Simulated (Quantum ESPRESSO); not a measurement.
The system is PbS (Galena).

```
Pb S
1.0
     0.00000    2.96575    2.96575
     2.96575    0.00000    2.96575
     2.96575    2.96575    0.00000
Pb S
1 1
Direct
  0.00000 0.00000 0.00000
  0.50000 0.50000 0.50000
```

Base run:

| Property | Result |
| --- | --- |
| Program | Quantum ESPRESSO 7.5 |
| Functional | PBE |
| Potentials or basis | PseudoDojo 0.4.1 SR PBE standard |
| Cutoff | 762 eV |
| Density cutoff | 3048 eV |
| k mesh | 6 × 6 × 6 |
| Occupations | fixed |
| Spin | no spin polarisation |

Its results: band gap on the k mesh, mean-field level 0.37 eV, direct.

Task: The run is repeated on the same cell with these changes: functional from PBE to PBEsol; potentials or basis from PseudoDojo 0.4.1 SR PBE standard to PseudoDojo 0.4.1 SR PBEsol standard. What comes out?

Result: Band gap on the k mesh, mean-field level 0.26 eV, direct.

Caveats: spin-orbit coupling is left out, which as a rule narrows the gap of such compounds by several tenths of an eV.

A k mesh can miss the band edges.
